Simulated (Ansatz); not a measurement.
I need a relaxation of cell and ions of La₂O₃, space group P-62m. Use the Ansatz DFT code, driven from Python. Use: PBEsol, PAW, cutoff 550 eV, 3×3×6 k-points, fixed occupations, D3BJATM dispersion.

`la2o3.cif`
```cif
data_La2O3
_cell_length_a 6.266780
_cell_length_b 6.266780
_cell_length_c 3.299766
_cell_angle_alpha 90.00000
_cell_angle_beta 90.00000
_cell_angle_gamma 120.00000
_symmetry_space_group_name_H-M 'P 1'
_symmetry_Int_Tables_number 1
loop_
_symmetry_equiv_pos_as_xyz
'x, y, z'
loop_
_atom_site_label
_atom_site_type_symbol
_atom_site_fract_x
_atom_site_fract_y
_atom_site_fract_z
La1 La    0.333333    0.666667    0.500000
La2 La    0.666667    0.333333    0.500000
O3 O    0.491986    0.491986    0.000000
O4 O    0.000000    0.508014    0.000000
O5 O    0.508014    0.000000    0.000000
```

`la2o3.py`
```python
'''Cell relaxation of La2O3.'''

import warnings

import ansatz
from ase import Atoms
from ase.data import atomic_numbers
from ase.io import read
from ase.neighborlist import neighbor_list
import numpy as np
import spglib

def edges_and_angles(cell):
    cell = np.asarray(cell)
    a, b, c = np.linalg.norm(cell, axis=1)
    cosines = cell[1] @ cell[2] / (b * c), cell[0] @ cell[2] / (a * c), cell[0] @ cell[1] / (a * b)
    return (a, b, c, *np.degrees(np.arccos(cosines)))

warnings.simplefilter('ignore', ansatz.DeckWarning)

atoms = read('la2o3.cif')
xtal = ansatz.Crystal.from_ase(atoms)

# a pressure is positive in compression
setup = xtal.calculation()
setup = setup.functional(ansatz.Functional.PBESOL, dispersion='d3bjatm').basis(550)
setup = setup.kpoints(3, 3, 6)
setup = setup.occupations('fixed')
setup = setup.relax(force_tolerance=0.005, max_steps=40, pressure=-2, stress_tolerance=0.05)
setup = setup.density()
steps = []


def collect(event):
    if event['event'] == 'relax_step':
        steps.append(event['data'])


outcome = setup.session().plan().execute(on_event=collect)
rep = outcome.report
print('step   energy (eV)     max comp. (eV/A)   P (GPa)  SCF')
for s in steps:
    print(f'{s["step"]:4d} {s["lagrangian_ev"]:15.5f} {s["allowed_force_max_ev_ang"]:12.4f} {s["pressure_gpa"]:10.3f} {s["n_scf"]:5d}')

first, last = steps[0], steps[-1]
symbols = [site.symbol for site in outcome.lattice.sites]
print(f'energy gained {first["lagrangian_ev"] - last["lagrangian_ev"]:.4f} eV in {len(steps) - 1} steps')
for label, vectors in (('before', first['cell_ang']), ('after', outcome.lattice.cell_ang)):
    print(label, 'a b c (A) {:.4f} {:.4f} {:.4f}  angles {:.2f} {:.2f} {:.2f}'.format(*edges_and_angles(vectors)), f' V = {abs(np.linalg.det(vectors)):.3f} A^3')
print('final stress xx yy zz (GPa, compression positive):', np.round(np.diag(rep['stress_gpa']), 3) + 0.0)

final = Atoms(symbols, positions=last['positions_ang'], cell=outcome.lattice.cell_ang, pbc=True)
i, j, d = neighbor_list('ijd', final, 4.5)
print('neighbours within 1.2 times the shortest distance of each atom (A)')
for atom in range(len(final)):
    near = [m for m in np.argsort(d) if i[m] == atom]
    shell = [m for m in near if d[m] < 1.2 * d[near[0]]]
    print(f'{symbols[atom]}{atom} ({len(shell)}):', ', '.join(f'{symbols[j[m]]} {d[m]:.3f}' for m in shell))

fractions = [site.position_frac for site in outcome.lattice.sites]
numbers = [atomic_numbers[s] for s in symbols]
for tolerance in (1e-3, 1e-2, 1e-1):
    print(f'space group at {tolerance} A:', spglib.get_spacegroup((outcome.lattice.cell_ang, fractions, numbers), symprec=tolerance))

print(f'free energy      {rep["free_energy_ev"]:.5f} eV')
print(f'per atom         {rep["free_energy_ev"] / len(outcome.lattice.sites):.5f} eV')
print(f'SCF iterations   {rep["n_iterations"]}  (converged: {rep["converged"]})')

rho = outcome.density()
total = sum(ch.density_e_per_ang3 for ch in rho.channels[:2]) if len(rho.channels) < 3 else rho.channels[0].density_e_per_ang3
print('grid', rho.dims, 'electrons', round(float(total.mean() * rho.cell_volume_ang3), 4))
profile = total.mean(axis=(0, 2))
print('planar average along grid axis 1 (e/A^3):')
print(np.array2string(profile[:: max(len(profile) // 16, 1)], precision=4))
```

```console
$ python la2o3.py
step   energy (eV)     max comp. (eV/A)   P (GPa)  SCF
   1    -14014.42398       0.0611     -2.457     8
   2    -14014.31058       0.0018     -0.861     7
   3    -14014.44109       0.0388     -1.972    10
   4    -14014.44136       0.0318     -1.962     5
   5    -14014.44208       0.0022     -2.014     7
   6    -14014.44209       0.0022     -2.014     5
energy gained 0.0181 eV in 5 steps
before a b c (A) 6.2668 6.2668 3.2998  angles 90.00 90.00 120.00  V = 112.228 A^3
after a b c (A) 6.3212 6.3212 3.2557  angles 90.00 90.00 120.00  V = 112.660 A^3
final stress xx yy zz (GPa, compression positive): [-2.016 -2.016 -2.011]
neighbours within 1.2 times the shortest distance of each atom (A)
La0 (6): O 2.445, O 2.445, O 2.445, O 2.445, O 2.445, O 2.445
La1 (6): O 2.445, O 2.445, O 2.445, O 2.445, O 2.445, O 2.445
O2 (4): La 2.445, La 2.445, La 2.445, La 2.445
O3 (4): La 2.445, La 2.445, La 2.445, La 2.445
O4 (4): La 2.445, La 2.445, La 2.445, La 2.445
space group at 0.001 A: P-62m (189)
space group at 0.01 A: P6/mmm (191)
space group at 0.1 A: P6/mmm (191)
free energy      -14014.44209 eV
per atom         -2802.88842 eV
SCF iterations   5  (converged: True)
grid (50, 50, 25) electrons 40.0
planar average along grid axis 1 (e/A^3):
[0.349  0.2492 0.1283 0.147  0.2415 0.3175 0.3995 0.5975 0.852  0.7893
 0.51   0.3663 0.2948 0.2094 0.1269 0.1537 0.3002]
```

Notes:
- Absolute energies stand on the zero of these potentials, so only differences at equal settings mean something.
- Part of the cell is held or a pressure is applied, so the end point needn't be the zero-pressure lattice.
- At a fixed pressure a relaxation lowers the enthalpy F + PV, while F alone can rise.
- Under fixed occupations the level called the Fermi level is the highest filled one on the SCF mesh; off the mesh a filled band can lie a little above it.
- Energies along a relaxation are free energies. Rows at an unchanged volume are solved on a plane-wave basis chosen afresh for that cell, so the energy can jump there; the script counts such rows among its steps.
- The cell relaxed to the group P6/mmm; tensors and edges are in the axes of the typed cell.
- Symmetry holds the cell in this phase, whether or not it is the stable one at this pressure.
- The fields are valence quantities on the plane-wave grid; their values near the nuclei depend on the potentials.
- The structure comes from a database of computed cells and needn't be a stable or known phase.
- Run time: 36 s on 1 thread of Arm Neoverse V1, on a shared host, peak memory 0.5 GiB.
